## The beta-tin structure against the standard states of groups 13 and 14

A phase diagram or a structure search for an element must settle which candidate structures to carry along, and a candidate earns its place only if pressure, temperature or the error of the method could bring it level with the ground state. For the beta-tin structure at the r2SCAN level the decision rests on the energy over elements, ΔE: the energy per atom of the relaxed beta-tin cell minus that of the same element's standard state at zero temperature.

Elements of groups 13 and 14 in the beta-tin structure (I4_1/amd, No. 141), cell and atoms relaxed with symmetry kept. Ansatz 0.2.0, plane-wave PAW, scalar-relativistic r2SCAN without spin polarisation, 500 eV cutoff, 0.1 eV Gaussian smearing. Valence electrons are counted by group number; energies are relative to the elements' standard states.

```tsv
element	Z	valence electrons	volume per atom (Å³)	shortest distance (Å)	energy over elements (eV/atom)
B	5	3	8.24	1.587	1.007
Al	13	3	18.79	2.697	0.369
Si	14	4	15.24	2.490	0.425
Ga	31	3	18.69	2.708	0.142
In	49	3	27.47	3.073	0.033
Tl	81	3	31.58	3.206	0.083
Pb	82	4	32.16	3.218	0.084
```

ΔE is positive in all seven rows, so the standard state wins each contest, by 0.033 eV/atom in In and by 1.007 in B. The winners differ in structure: fcc for Al and Pb, hcp for Tl, a tetragonally distorted close packing for In, diamond for Si, orthorhombic Ga and rhombohedral B. ΔE is therefore a cost against a particular competitor and says nothing direct about binding strength.

### What the relaxed cells are

In the body-centred tetragonal cell with edges a and c, an atom has four neighbours at √(a²/4 + c²/16) and two along the axis at c. The six are equal at c/a = √(4/15) = 0.516, and c/a = √2 gives diamond. The final cells put Al and Ga at 0.511 and 0.516, close to sixfold coordination, and In, Tl, Pb and Si between 0.523 and 0.551, where four neighbours are nearer than the other two. The shortest distance is thus the fourfold contact in those rows and the c repeat in Al and Ga. In Al the relaxed edge of 3.969 Å gives two neighbours at 2.697 Å, as in the table, and four at 2.724 Å. Its shortest contact is thus slightly shorter than Ga's, but its other four are longer.

The output printed below is wrong on this point for Al: its cell-shape line combines the edge of the starting cell with the relaxed volume, so the c/a, distances and Madelung constant listed there are not those of the relaxed cell, and the mismatch of 0.015 Å with the table is not real. For the other six rows the edges used reproduce the table's distances to 0.001 Å.

Boron is in a different state. Its c/a has collapsed to 0.348, leaving two neighbours at 1.587 Å and the next four at 2.313 Å. These are linear chains that merely retain the space group, and their cost belongs to no trend with the other rows.

### Why close packing wins in Al, In, Tl and Pb

The simplest picture of a metal places point ions of charge q, the number of valence electrons, in a uniform electron gas. If each ion sat at the centre of a neutral sphere of radius r, with 4πr³/3 equal to the volume per atom V, its electrostatic energy would be −1.8 q²e²/(2r), where e² stands for 14.4 eV Å. Spheres cannot fill space, so a real lattice has a Madelung constant α below 1.8, and markedly open packings generally lie lower than close-packed ones. At equal volume all other terms of the uniform gas cancel between two structures, which leaves

ΔE = (α_ref − α_β) q²e²/(2r).

Ewald sums give α = 1.7917 for fcc, a value used here for hcp Tl and tetragonal In as well, and 1.7720 to 1.7731 for Ga, In, Tl, Pb and Si. For Al, whose relaxed c/a lies just below Ga's, continuing the trend of these values with c/a gives about 0.0004 less than for Ga. Nothing is fitted to the energies. For Al, V = 18.79 Å³ gives r = 1.649 Å, and ΔE = 0.020 × 9 × 14.4/(2 × 1.649) ≈ 0.79 eV. The table has 0.369, about half of it.

The sign is right in all four metals, though this is a weak test, since the model favours the close-packed lattice at any charge and volume. The size is not right: the table holds only 13 % of the model value for Tl, 8 % for Pb and 5 % for In. The equal-volume assumption cannot be blamed, because stretching the reference to the beta-tin volume raises its energy and so makes the true cost larger than the equal-volume one. Theory points to the term that the model omits. Electrons are not uniform; they respond to the ions, and the band-structure energy gained in this way can favour a structure with fewer, shorter bonds. That term was not computed here, but if it makes up the difference, ΔE is what remains of two opposed terms and cannot be scaled from one element to the next. Size alone fails as well. Al and Ga differ by 0.5 % in volume and by a factor of 2.60 in cost, and a power law in V fitted to Al, Ga, In and Tl misses the table values by factors from 0.55 to 2.14. The output printed below lists both models row by row; its point-ion cost for Al, 0.777 eV, rests on the starting edge and is slightly too low.

Why the cancellation is most complete in In is not shown by these numbers. A guess is that Ga and In, whose own ground states already depart from ideal close packing, are the elements in which band energy best repays lower coordination. The rise from In to Tl may reflect the relativistic lowering of the 6s level, which leaves a nearly inert pair, weakens the mixing of s and p and so reduces the band energy gained by lower coordination. A cruder picture counts the pair as part of the core, which shrinks the point-ion cost itself: q = 1 for Tl gives 0.069 eV against 0.083, but the same reduction by two overshoots Pb about threefold and In twofold, so the agreement may be accidental.

### Why diamond wins in silicon

For Si the model fails in sign. Diamond has α = 1.6709, so point ions favour beta-tin by several eV, yet the table puts it 0.425 eV/atom higher. The cause is standard: four electrons per atom exactly fill four directed sp³ bonds, a gap opens, and the occupied states drop. The beta-tin cell is metallic and forgoes that gain.

Neither picture covers Ga or B, whose standard states are partly covalent structures of their own kinds. In Si and Pb, beta-tin loses to opposite competitors, one more open and one more densely packed. The structure should win only where covalent bonding has weakened enough to give up diamond but not enough to accept twelve neighbours. Two rows cannot trace that curve, but it fits the well-known near balance of the grey and white forms of tin, and it suggests a cost for Ge below that of Si.

### How safe the order is

The k meshes give metal energies to about 4 meV per atom, and the smearing term is at most 3.3 meV. The smallest cost, 33 meV for In, is eight times the mesh noise, so no sign is at numerical risk. Across elements, Tl and Pb differ by 1 meV and are tied. The steps In to Tl, Pb to Ga and Al to Si are 50 to 58 meV, resolved by the mesh but not thereby secure. The calculation omits spin-orbit coupling, which is large for 6p electrons and acts differently in different structures, so the placing of Tl and Pb against In and Ga is less certain than the noise suggests. With a single functional its error is unmeasured; Si may carry the largest error, since a semiconductor is compared with a metal, but its margin is wide. The margin is thinnest in In, where an error of 33 meV would be enough to reverse the sign; in Tl and Pb it is wider, but the missing spin-orbit coupling weighs more. The runs leave out spin polarisation, which is probably harmless in sp metals. They also leave out zero-point motion, whose difference between the two structures would add to ΔE and matters most where the cost is small, as in In. Symmetry was held fixed, so any cell may be a saddle that would slide into another structure.

### What would reverse it

Under pressure p the enthalpy difference is, to first order, ΔE + pΔV, with ΔV the volume excess of beta-tin over the reference. It vanishes at positive p only if ΔV is negative. With a rough recalled 20 Å³ for diamond Si, ΔV = 15.24 − 20 ≈ −4.8 Å³ and p ≈ 0.425/4.8 ≈ 0.089 eV/Å³, about 14 GPa (1 eV/Å³ ≈ 160 GPa). Beta-tin Si is indeed known as a high-pressure phase, and an error of 0.1 eV in ΔE would move the estimate by about 3 GPa. Ga also appears denser in beta-tin, but by only about 1 Å³, which spreads the estimate over 13 to 28 GPa, where denser structures may win first. For the other five elements the recalled volumes make ΔV positive, so compression should at first widen the deficit. For In, Tl and Pb this is only an expectation, because the excess is small and the recalled volumes are not r2SCAN ones.

Temperature needs an entropy excess of ΔE/T. In the classical harmonic limit the free energy per atom contains 3kT ln θ, so the Debye temperature θ of beta-tin must be lower by the factor exp(−ΔE/3kT). At 300 K In needs 1.3 k per atom, or a θ of 0.65 times that of the reference, a large softening between two solid forms of one metal. Tl and Pb need 3.2 k, and the rest more.

The working rule is to carry beta-tin for Si under pressure, to carry it for Ga only alongside denser candidates, to drop it for Al and, in the chain form found here, for B, and to keep it for In, and provisionally for Tl and Pb, until spin-orbit coupling and phonons have been computed.

Printed output of the fit:

```
Cell shape (A): c/a, 4 nearest off-axis, 2 along c, next 4, table distance minus cell; Madelung constant
B  c/a 0.348  2.313  1.587  2.571  diff +0.000  alpha 1.6812
Al c/a 0.515  2.718  2.712  3.326  diff -0.015  alpha 1.7720
Si c/a 0.551  2.490  2.645  3.114  diff +0.000  alpha 1.7731
Ga c/a 0.516  2.713  2.709  3.321  diff -0.001  alpha 1.7720
In c/a 0.523  3.072  3.109  3.778  diff +0.001  alpha 1.7725
Tl c/a 0.530  3.206  3.288  3.961  diff -0.000  alpha 1.7729
Pb c/a 0.535  3.218  3.327  3.987  diff -0.000  alpha 1.7730
rounding of V and edge moves c of Al by up to 0.002 A
six equal neighbours at c/a 0.516; best point-ion c/a 0.545 with alpha 1.7731
alpha fcc 1.7917 (used also for hcp Tl and tetragonal In), diamond 1.6709
Point-ion cost at equal volume (eV/atom): full valence, table, table/model; charge reduced by 2
Al q=3: model +0.777  table 0.369  ratio +0.475
In q=3: model +0.666  table 0.033  ratio +0.050; q=1: 0.074, table/model 0.45
Tl q=3: model +0.624  table 0.083  ratio +0.133; q=1: 0.069, table/model 1.20
Pb q=4: model +1.094  table 0.084  ratio +0.077; q=2: 0.274, table/model 0.31
Si q=4: model -7.656  table 0.425  ratio -0.056
Power law E ~ V^s over Al, Ga, In, Tl (B left out: chains): s = -2.80
model/table: Al 0.55, Ga 1.46, In 2.14, Tl 0.58, B 2.05
Al and Ga: volumes differ by 0.5 %, energy ratio 2.60
In to Tl: volume +15 %, energy ratio Tl/In 2.52
Order of costs; mesh noise 4 meV, table rounding 0.5 meV, smearing TS at most 3.3 meV/atom
smallest cost In 33 meV = 8.2 x noise
Tl minus In: 50 meV = 12.5 x noise
Pb minus Tl: 1 meV = 0.3 x noise
Ga minus Pb: 58 meV = 14.5 x noise
Al minus Ga: 227 meV = 56.8 x noise
Si minus Al: 56 meV = 14.0 x noise
B minus Si: 582 meV = 145.5 x noise
Reversal: volume excess over rough recalled reference; first-order p = -dE/dV (range from its rounding);
entropy excess needed at 300 K; Debye temperature ratio needed (classical harmonic)
In dV +1.5 A^3  p -5 to -3 GPa  dS 1.3 kB/atom  ratio 0.653
Tl dV +2.6 A^3  p -6 to -4 GPa  dS 3.2 kB/atom  ratio 0.343
Pb dV +2.2 A^3  p -8 to -5 GPa  dS 3.2 kB/atom  ratio 0.339
Ga dV -1.3 A^3  p +13 to +28 GPa  dS 5.5 kB/atom  ratio 0.160
Al dV +1.8 A^3  p -46 to -26 GPa  dS 14.3 kB/atom  ratio 0.009
Si dV -4.8 A^3  p +13 to +16 GPa  dS 16.4 kB/atom  ratio 0.004
B  dV +0.9 A^3  p -181 to -163 GPa  dS 39.0 kB/atom  ratio 0.000
```
